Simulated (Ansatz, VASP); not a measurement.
**Two plane-wave programs on Au**

The input INCAR:

```
SYSTEM = Au
PREC = Accurate
ENCUT = 520
EDIFF = 1E-7
ISMEAR = -1
SIGMA = 0.05
LREAL = .FALSE.
LASPH = .TRUE.
NELM = 100
ALGO = Normal
ISIF = 2
LWAVE = .FALSE.
LCHARG = .FALSE.
GGA = PE
NBANDS = 18
```

File KPOINTS:

```
Automatic mesh
0
G
  11 11 6
  0 0 0
```

Contents of POSCAR:

```
Au
1.0
    2.9381622711      0.0000000000      0.0000000000
   -1.4690811355      2.5445231672      0.0000000000
    0.0000000000      0.0000000000      4.9442178906
Au
2
Direct
    0.6666666667      0.3333333333      0.2500000000
    0.3333333333      0.6666666667      0.7500000000
```

The input input.yaml:

```yaml
crystal:
  lattice:
    - [2.9381622711, 0.0, 0.0]
    - [-1.4690811355, 2.5445231672, 0.0]
    - [0.0, 0.0, 4.9442178906]
  atoms:
    - { symbol: Au, position: [0.6666666667, 0.3333333333, 0.25] }
    - { symbol: Au, position: [0.3333333333, 0.6666666667, 0.75] }
hamiltonian:
  xc: pbe
  pseudopotentials: { kind: paw }
kpoints:
  mp_grid: { grid: [11, 11, 6] }
scf:
  occupations: { method: fermi_dirac, width: 0.05 }
output:
  forces: true
  stress: true
  eigenvalues: true
```

Change from the starting cell: volume scaled by 1.04.

Alike in both runs: task single point; functional PBE; k mesh 11 × 11 × 6; occupations fermi-dirac, width 0.05 eV; no spin polarisation.

|  | VASP | Ansatz |
| --- | --- | --- |
| version | VASP 6.6.1 | Ansatz 0.2.0 |
| potentials or method | VASP PAW PBE potentials, release 64 (Au) | Ansatz PAW |
| plane-wave cutoff (eV) | 520 | 420 |
| valence electrons in the cell | 22 | 38 |

Ansatz gave:

```
gap on the k mesh at the Fermi level (eV)       : none
pressure (GPa)                                  : -3.4
largest component of the traceless stress (GPa) : 0.16
```

Task: Which values does VASP return?

Result: gap on the k mesh at the Fermi level (eV): none; pressure (GPa): -3.6; largest component of the traceless stress (GPa): 0.15.

A gap of «none» marks a metal or a gap that the smearing closes. The two sets of potentials don't hold the same shells in valence.

The runs have no spin-orbit coupling, so splittings on Au are missing.
